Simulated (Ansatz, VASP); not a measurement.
# One calculation of GaN, two programs

Contents of INCAR:

```
  ALGO = Normal
  EDIFF = 1E-7
  ENCUT = 520
  GGA = PE
  ISIF = 2
  ISMEAR = 0
  LASPH = T
  LCHARG = F
  LREAL = F
  LWAVE = F
  NBANDS = 26
  NELM = 60
  PREC = Accurate
  SIGMA = 0.02
```

The input KPOINTS:

```
k-points
0
Gamma
  12 12 6
```

The input POSCAR:

```
GaN
1.0
    3.2406740540      0.0000000000      0.0000000000
   -1.6203370270      2.8065060561      0.0000000000
    0.0000000000      0.0000000000      4.9546072800
Ga N
2 2
Direct
    0.3333333333      0.6666666667     -0.0116144019
    0.6666666667      0.3333333333      0.4883855981
    0.3333333333      0.6666666667      0.3866144019
    0.6666666667      0.3333333333      0.8866144019
```

Input for Ansatz:

```yaml
crystal:
  lattice:
    - [3.240674054, 0.0, 0.0]
    - [-1.620337027, 2.8065060561, 0.0]
    - [0.0, 0.0, 4.95460728]
  atoms:
    - { symbol: Ga, position: [0.3333333333, 0.6666666667, -0.0116144019] }
    - { symbol: Ga, position: [0.6666666667, 0.3333333333, 0.4883855981] }
    - { symbol: "N", position: [0.3333333333, 0.6666666667, 0.3866144019] }
    - { symbol: "N", position: [0.6666666667, 0.3333333333, 0.8866144019] }
basis:
  ecutwfc: 420
kpoints:
  mp_grid: { grid: [12, 12, 6] }
hamiltonian:
  xc: pbe
scf:
  occupations: { method: gaussian, width: 0.02 }
output:
  forces: true
  stress: true
  eigenvalues: true
```

Alike in both runs: task single point; functional PBE; k mesh 12 × 12 × 6; occupations gaussian, width 0.02 eV; no spin polarisation.

|  | VASP | Ansatz |
| --- | --- | --- |
| version | VASP 6.6.1 | Ansatz 0.2.0 |
| potentials or method | VASP PAW PBE potentials, release 64 (Ga_d, N) | scalar-relativistic, plane waves, PAW |
| plane-wave cutoff (eV) | 520 | 420 |
| valence electrons in the cell | 36 | 36 |

VASP gave:

```
gap on the k mesh at the Fermi level (eV)       : 1.79
least direct gap on the mesh (eV)               : 1.79
pressure (GPa)                                  : 7.6
largest component of the traceless stress (GPa) : 7.22
rms of the force components (eV/Å)              : 0.268
```

Task: Estimate Ansatz's values.

Result: gap on the k mesh at the Fermi level (eV): 1.78; least direct gap on the mesh (eV): 1.78; pressure (GPa): 7.6; largest component of the traceless stress (GPa): 7.07; rms of the force components (eV/Å): 0.270.

Atom by atom the forces differ by 0.002 eV/Å (rms over components). With one functional, cell and mesh, what is left measures potentials, basis and numerics.
